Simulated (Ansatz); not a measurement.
Bulk crystal (Sc2Al) after relaxation:

```cif
data_structure
_symmetry_space_group_name_H-M 'P6_3/mmc'
_symmetry_Int_Tables_number 194
_cell_length_a 4.8509
_cell_length_b 4.8509
_cell_length_c 6.0855
_cell_angle_alpha 90.000
_cell_angle_beta 90.000
_cell_angle_gamma 120.000
_cell_volume 124.01
loop_
_atom_site_label
_atom_site_type_symbol
_atom_site_symmetry_multiplicity
_atom_site_Wyckoff_symbol
_atom_site_fract_x
_atom_site_fract_y
_atom_site_fract_z
_atom_site_occupancy
Sc1 Sc 2 a 0.00000 0.00000 0.00000 1
Sc2 Sc 2 d 0.33333 0.66667 0.75000 1
Al1 Al 2 c 0.33333 0.66667 0.25000 1
```

Miller indices refer to the conventional cell of P6_3/mmc (No. 194), a = 4.851 Å, b = 4.851 Å, c = 6.085 Å, α = 90.00°, β = 90.00°, γ = 120.00°.

The (001) slab of 9 planes, 12.2 Å thick with 15 Å of vacuum as cut; outer planes ScAl (top) and ScAl (bottom).

These are results of Ansatz 0.2.0, DFT PBEsol, scalar-relativistic, plane waves, PAW, not measurements. Cutoff 420 eV; k points 9×9×1 on the computed 14-atom cell (Γ-centred); Gaussian smearing, width 0.10 eV; no spin polarisation. The cell repeats along c with a dipole correction in the vacuum.

The slab isn't stoichiometric (Sc9Al5), so its surface energy depends on the chemical potentials; it is given with the excess atoms taken from the element's standard state, a limit at which the compound may itself be unstable, so the figure can be too low.

With the atoms at the bulk's places:

For the slab as cut, the surface energy with the excess atoms taken from the elements is 1.54 J/m². The work function is 3.94 eV.

(1) What changes when all atoms relax within this surface cell and its symmetry?

Answers

(1) The energy falls by 0.109 J/m² a face, and the largest move is 0.23 Å.

| Property | Result |
| --- | --- |
| Surface energy with the excess atoms taken from the elements | 1.43 J/m² |
| Work function | 3.68 eV |

| plane (bottom to top) | atoms | spacing to next, bulk (Å) | relaxed (Å) | change (%) | rumpling (Å) |
| --- | --- | --- | --- | --- | --- |
| 1 | ScAl | 1.521 | 1.318 | -13.4 | 0.251 |
| 2 | Sc | 1.521 | 1.623 | +6.7 | 0.000 |
| 3 | ScAl | 1.521 | 1.542 | +1.3 | 0.075 |
| 4 | Sc | 1.521 | 1.503 | -1.2 | 0.000 |
| 5 | ScAl | 1.521 | 1.503 | -1.2 | 0.000 |
| 6 | Sc | 1.521 | 1.542 | +1.3 | 0.000 |
| 7 | ScAl | 1.521 | 1.623 | +6.7 | 0.075 |
| 8 | Sc | 1.521 | 1.318 | -13.4 | 0.000 |
| 9 | ScAl |  |  |  | 0.251 |